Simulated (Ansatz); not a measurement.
simple cubic against fcc along group 4

Computed with Ansatz, DFT, r2SCAN, plane waves (500 eV) with PAW, scalar-relativistic. (PAW data from PBE, frozen cores regenerated.)

Each structure is relaxed within its symmetry, in the lowest magnetic state of the tried starts. Differences under about 8 meV lie within the error of the k-point mesh.

```json
{"element": "Ti", "E(simple cubic) − E(fcc) (meV/atom)": "699", "V(simple cubic) (Å³/atom)": "19.46", "V(fcc) (Å³/atom)": "17.39", "state of simple cubic": "ferromagnetic", "state of fcc": "spin not included"}
{"element": "Zr", "E(simple cubic) − E(fcc) (meV/atom)": "902", "V(simple cubic) (Å³/atom)": "24.51", "V(fcc) (Å³/atom)": "23.24", "state of simple cubic": "spin not included", "state of fcc": "non-magnetic"}
{"element": "Hf", "E(simple cubic) − E(fcc) (meV/atom)": "1122", "V(simple cubic) (Å³/atom)": "24.39", "V(fcc) (Å³/atom)": "22.46", "state of simple cubic": "spin not included", "state of fcc": "spin not included"}
```
